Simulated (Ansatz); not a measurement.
## Nb (dhcp): energy against volume

Computed with DFT, PBE, plane waves (420 eV) with PAW, scalar-relativistic in Ansatz.

The cell is scaled uniformly from the relaxed one, with fractional coordinates and shape fixed. Energies are extrapolated to zero smearing, pressures are those at the given smearing. Magnetic state: spin not included.

A Birch-Murnaghan fit gives V₀ = 18.67 Å³/atom, B₀ = 162 GPa, B₀′ = 3.7.

What are the energy above the minimum and the pressure at 17.194 Å³/atom?

67.0 meV/atom and 15.71 GPa as computed.

What are the energy above the minimum and the pressure at 17.942 Å³/atom?

15.2 meV/atom and 7.14 GPa as computed.

What are the energy above the minimum and the pressure at 20.932 Å³/atom?

115.5 meV/atom and -14.68 GPa as computed.
